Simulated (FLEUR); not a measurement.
Input of a FLEUR MaX-R8.1 (later development tree) run:

File inp.xml:

```xml
<?xml version="1.0" encoding="UTF-8" standalone="no"?>
<fleurInput fleurInputVersion="0.39">
   <comment>
      Zn                                                                                                  
   </comment>
   <calculationSetup>
      <cutoffs Kmax="4.12" Gmax="12.8" GmaxXC="12.8" numbands="0"/>
      <scfLoop itmax="80" minDistance="0.0001" maxIterBroyd="30" imix="Anderson" alpha="0.05" precondParam="0.0" spinf="2.0" sdNocoIR="T"/>
      <coreElectrons ctail="F" frcor="F" kcrel="0" coretail_lmax="0"/>
      <xcFunctional name="LibXC" relativisticCorrections="F">
         <LibXCName exchange="mgga_x_scan" correlation="mgga_c_scan"/>
         <AuxGGA exchange="117" correlation="130"/>
      </xcFunctional>
      <magnetism jspins="1"/>
      <soc l_soc="F" theta="0.0" phi="0.0" spav="F"/>
      <expertModes spex="0" secvar="F"/>
      <geometryOptimization l_f="F" forcealpha="1.0" forcemix="BFGS" epsdisp="0.00001" epsforce="0.00001"/>
      <ldaU l_linMix="F" mixParam="0.05" spinf="1.0"/>
   </calculationSetup>
   <cell>
      <bzIntegration valenceElectrons="20.0" mode="hist" fermiSmearingEnergy="0.00183747">
         <kPointListSelection listName="default-1"/>
         <!-- k-points included here -->
         <xi:include xmlns:xi="http://www.w3.org/2001/XInclude" href="kpts.xml"> </xi:include>
      </bzIntegration>
      <!-- symmetry operations included here -->
      <xi:include xmlns:xi="http://www.w3.org/2001/XInclude" href="sym.xml"> </xi:include>
      <bulkLattice scale="1.0">
         <bravaisMatrix>
            <row-1>   -2.9650502093640099     2.9650502093640099     2.9650502093640099</row-1>
            <row-2>    2.9650502093640099    -2.9650502093640099     2.9650502093640099</row-2>
            <row-3>    2.9650502093640099     2.9650502093640099    -2.9650502093640099</row-3>
         </bravaisMatrix>
      </bulkLattice>
   </cell>
   <atomSpecies>
      <species name="Zinc (Zn)" element="Zn" atomicNumber="30">
         <mtSphere radius="2.38" gridPoints="787" logIncrement="0.016"/>
         <atomicCutoffs lmax="10" lnonsphr="10"/>
         <electronConfig flipSpins="F">
            <coreConfig>(1s1/2) (2s1/2) (2p1/2) (2p3/2)</coreConfig>
            <valenceConfig>(3s1/2) (3p1/2) (3p3/2) (4s1/2) (3d3/2) (3d5/2)</valenceConfig>
         </electronConfig>
         <energyParameters s="4" p="4" d="3" f="4"/>
         <lo type="SCLO" l="0" n="3" eDeriv="0"/>
         <lo type="SCLO" l="1" n="3" eDeriv="0"/>
         <lo type="SCLO" l="1" n="3" eDeriv="1"/>
         <lo type="HELO" l="2" n="4" eDeriv="0"/>
         <lo type="HELO" l="2" n="4" eDeriv="1"/>
         <lo type="SCLO" l="3" n="4" eDeriv="2"/>
      </species>
   </atomSpecies>
   <atomGroups>
      <atomGroup species="Zinc (Zn)">
         <relPos label="                   1">.0000000000 .0000000000 .0000000000</relPos>
         <force calculate="T" relaxXYZ="TTT"/>
      </atomGroup>
   </atomGroups>
   <output dos="F" band="F" slice="F">
      <checks vchk="F" cdinf="F"/>
      <bandDOS minEnergy="-.5*Htr" maxEnergy="0.5*Htr" sigma="0.015" storeEVData="T"/>
      <vacuumDOS vacdos="F" integ="F" star="F" nstars="0" locx1="0.0" locy1="0.0" locx2="0.0" locy2="0.0" nstm="0" tworkf="0.0"/>
      <unfoldingBand unfoldBand="F" supercellX="1" supercellY="1" supercellZ="1"/>
      <plotting iplot="0" polar="F">
         <plot TwoD="T" vec1="  1.0  0.0  0.0" vec2="  0.0  1.0  0.0" vec3="  0.0  0.0  1.0" zero="  0.0  0.0  0.0" file="plot"/>
      </plotting>
      <chargeDensitySlicing numkpt="0" minEigenval="0.0" maxEigenval="0.0" nnne="0" pallst="F"/>
      <specialOutput eonly="F"/>
      <moessbauerParams electricFieldGradient="T" isomerShift="T" coreHyperfine="T" valenceHyperfine="T"/>
      <magneticCircularDichroism mcd="F" energyLo="-10.0" energyUp="0.0"/>
   </output>
  <!-- We include the file relax.xml here to enable relaxations (see documentation) -->
  <xi:include xmlns:xi="http://www.w3.org/2001/XInclude" href="relax.xml"> <xi:fallback/> </xi:include>
</fleurInput>
```

crystal.txt

```
Zn
&input cartesian=F /
-1.5690370000  1.5690370000  1.5690370000
1.5690370000  -1.5690370000  1.5690370000
1.5690370000  1.5690370000  -1.5690370000
1.8897261246
1.0 1.0 1.0

1
30 0.0000000000  0.0000000000  0.0000000000

&kpt div1=12 div2=12 div3=12 gamma=T /
```

The input inp.xml (bands):

```
<?xml version="1.0" encoding="UTF-8" standalone="no"?>
<fleurInput fleurInputVersion="0.39">
   <comment>
      Zn                                                                                                  
   </comment>
   <calculationSetup>
      <cutoffs Kmax="4.12" Gmax="12.8" GmaxXC="12.8" numbands="0"/>
      <scfLoop itmax="80" minDistance="0.0001" maxIterBroyd="30" imix="Anderson" alpha="0.05" precondParam="0.0" spinf="2.0" sdNocoIR="T"/>
      <coreElectrons ctail="F" frcor="F" kcrel="0" coretail_lmax="0"/>
      <xcFunctional name="LibXC" relativisticCorrections="F">
         <LibXCName exchange="mgga_x_scan" correlation="mgga_c_scan"/>
         <AuxGGA exchange="117" correlation="130"/>
      </xcFunctional>
      <magnetism jspins="1"/>
      <soc l_soc="F" theta="0.0" phi="0.0" spav="F"/>
      <expertModes spex="0" secvar="F"/>
      <geometryOptimization l_f="F" forcealpha="1.0" forcemix="BFGS" epsdisp="0.00001" epsforce="0.00001"/>
      <ldaU l_linMix="F" mixParam="0.05" spinf="1.0"/>
   </calculationSetup>
   <cell>
      <bzIntegration valenceElectrons="20.0" mode="hist" fermiSmearingEnergy="0.00183747">
         <kPointListSelection listName="path-1"/>
         <!-- k-points included here -->
         <xi:include xmlns:xi="http://www.w3.org/2001/XInclude" href="kpts.xml"> </xi:include>
      </bzIntegration>
      <!-- symmetry operations included here -->
      <xi:include xmlns:xi="http://www.w3.org/2001/XInclude" href="sym.xml"> </xi:include>
      <bulkLattice scale="1.0">
         <bravaisMatrix>
            <row-1>   -2.9650502093640099     2.9650502093640099     2.9650502093640099</row-1>
            <row-2>    2.9650502093640099    -2.9650502093640099     2.9650502093640099</row-2>
            <row-3>    2.9650502093640099     2.9650502093640099    -2.9650502093640099</row-3>
         </bravaisMatrix>
      </bulkLattice>
   </cell>
   <atomSpecies>
      <species name="Zinc (Zn)" element="Zn" atomicNumber="30">
         <mtSphere radius="2.38" gridPoints="787" logIncrement="0.016"/>
         <atomicCutoffs lmax="10" lnonsphr="10"/>
         <electronConfig flipSpins="F">
            <coreConfig>(1s1/2) (2s1/2) (2p1/2) (2p3/2)</coreConfig>
            <valenceConfig>(3s1/2) (3p1/2) (3p3/2) (4s1/2) (3d3/2) (3d5/2)</valenceConfig>
         </electronConfig>
         <energyParameters s="4" p="4" d="3" f="4"/>
         <lo type="SCLO" l="0" n="3" eDeriv="0"/>
         <lo type="SCLO" l="1" n="3" eDeriv="0"/>
         <lo type="SCLO" l="1" n="3" eDeriv="1"/>
         <lo type="HELO" l="2" n="4" eDeriv="0"/>
         <lo type="HELO" l="2" n="4" eDeriv="1"/>
         <lo type="SCLO" l="3" n="4" eDeriv="2"/>
      </species>
   </atomSpecies>
   <atomGroups>
      <atomGroup species="Zinc (Zn)">
         <relPos label="                   1">.0000000000 .0000000000 .0000000000</relPos>
         <force calculate="T" relaxXYZ="TTT"/>
      </atomGroup>
   </atomGroups>
   <output dos="F" band="T" slice="F">
      <checks vchk="F" cdinf="F"/>
      <bandDOS minEnergy="-.5*Htr" maxEnergy="0.5*Htr" sigma="0.015" storeEVData="T"/>
      <vacuumDOS vacdos="F" integ="F" star="F" nstars="0" locx1="0.0" locy1="0.0" locx2="0.0" locy2="0.0" nstm="0" tworkf="0.0"/>
      <unfoldingBand unfoldBand="F" supercellX="1" supercellY="1" supercellZ="1"/>
      <plotting iplot="0" polar="F">
         <plot TwoD="T" vec1="  1.0  0.0  0.0" vec2="  0.0  1.0  0.0" vec3="  0.0  0.0  1.0" zero="  0.0  0.0  0.0" file="plot"/>
      </plotting>
      <chargeDensitySlicing numkpt="0" minEigenval="0.0" maxEigenval="0.0" nnne="0" pallst="F"/>
      <specialOutput eonly="F"/>
      <moessbauerParams electricFieldGradient="T" isomerShift="T" coreHyperfine="T" valenceHyperfine="T"/>
      <magneticCircularDichroism mcd="F" energyLo="-10.0" energyUp="0.0"/>
   </output>
  <!-- We include the file relax.xml here to enable relaxations (see documentation) -->
  <xi:include xmlns:xi="http://www.w3.org/2001/XInclude" href="relax.xml"> <xi:fallback/> </xi:include>
</fleurInput>
```

Potentials or basis: all-electron, FLAPW.

Launch:

```bash
$ inpgen -f crystal.txt -profile fastHighL
$ # inp.xml edited to the form shown
$ fleur_MPI
$ fleur_MPI   # second run, on inp.xml (bands)
```

(1) What does it give for the band gap along the path?

## Answers

(1) none (metal or under the smearing width).

Caveat: the meta-GGA is that of a development version, with a GGA for the radial functions and cores and without core tails.
